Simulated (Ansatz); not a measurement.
# KBr (Fm-3m) under several functionals

**Measured values to compare with.**

A printed reference work, data compilation reports, for a bulk crystal of KBr at 298.15 K: lattice constant a 6.5982 ± 0.0002 Å.

Plane-wave DFT in Ansatz with scalar-relativistic PAW potentials. The same structure was relaxed (cell and atoms, symmetry kept) in separate runs at each level. No spin polarisation.

```tsv
level	cutoff (eV)	k mesh	V (Å³/atom)	a (Å)	gap (eV)
LDA	420	6×6×6	32.328	6.371	4.32
PBEsol	420	6×6×6	35.120	6.550	4.34
PBE	420	6×6×6	37.594	6.700	4.32
```

Where does r2SCAN (500 eV, k mesh 6×6×6) fall?

V (Å³/atom) 36.082, a (Å) 6.609, gap (eV) 5.07. Its volume is between those of PBEsol and PBE. The usual order of volumes, LDA < PBEsol < PBE, holds here (32.328, 35.120, 37.594 Å³/atom). As a rule LDA overbinds; PBEsol, built on the gradient expansion of slowly varying densities, lies between LDA and PBE; PBE's stronger gradient term for exchange weakens bonds. r2SCAN lies 4.0 % under PBE in volume. Each gap belongs to its own cell, so it mixes the functional's effect with that of the volume; gaps are the least found on the k mesh or on a band path.

For PBE: Measured lattice constant a of KBr: 6.5982 Å (298.15 K; a printed reference work, data compilation). This calculation gives 6.700 Å (+1.5 %). The calculations are for 0 K without zero-point motion.

Cost: 4 runs of about 0.77 core-minutes in all, on Intel Xeon Processor @ 2.70GHz (shared hosts).